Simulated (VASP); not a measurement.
Write the native input for VASP 6.6.1 that does the following.

* Task: relaxation of cell and atoms
* Functional: PBE
* Dispersion: TS
* Potentials or basis: VASP PAW PBE potentials, release 64 (Cd, S)
* Cutoff: 600 eV
* k mesh: 7 × 7 × 4
* Occupations: fermi-dirac, width 0.05 eV
* Spin: no spin polarisation
* Further INCAR settings: ALGO = Normal; EDIFF = 1e-07; IBRION = 2; EDIFFG = -0.01; NSW = 60; ISIF = 3

The structure of CdS (Greenockite) lies in POSCAR:

```
CdS
1.0
    4.1500000000      0.0000000000      0.0000000000
   -2.0750000000      3.5940054257      0.0000000000
    0.0000000000      0.0000000000      6.7370000000
Cd S
2 2
Direct
    0.6666666667      0.3333333333      0.5000000000
    0.3333333333      0.6666666667      0.0000000000
    0.6666666667      0.3333333333      0.8750000000
    0.3333333333      0.6666666667      0.3750000000
```

These files were run (other wordings do the same):

INCAR

```
PREC = Accurate
ENCUT = 600
EDIFF = 1E-7
ISMEAR = -1
SIGMA = 0.05
LREAL = F
LASPH = T
NELM = 100
ALGO = Normal
ISIF = 3
LWAVE = F
LCHARG = F
GGA = PE
IVDW = 2
IBRION = 2
NSW = 60
EDIFFG = -0.01
```

KPOINTS

```
regular mesh
0
Gamma
  7 7 4
```

Potentials or basis: VASP PAW PBE potentials, release 64 (Cd, S).

Run with:

```console
$ cat potpaw_PBE.64/Cd/POTCAR potpaw_PBE.64/S/POTCAR > POTCAR
$ mpirun -np 1 vasp_std > vasp.out
```

Results of the run:

```yaml
Relaxed_volume: 25.24 Å³/atom
Relaxed_cell: a = 4.149 Å, b = 4.149 Å, c = 6.771 Å, α = 90.00°, β = 90.00°, γ = 120.00°
Space_group_after_relaxing_to_0.05_Å: P6_3mc (No. 186)
Energy_gained_by_relaxing: 0.5 meV/atom
Ionic_steps: 6
Pressure_after_relaxing: 0.0 GPa
Largest_force_after_relaxing: 0.004 eV/Å
Band_gap_on_the_k_mesh: 1.18 eV, direct
Hirshfeld_charges: Cd +0.28; S -0.28 e
Dispersion_energy_per_atom: -0.285 eV
```

Wall time 2.4 min on 1 thread of Intel(R) Xeon(R) 6975P-C (Granite Rapids), with other jobs on the host, peak memory 0.29 GiB.
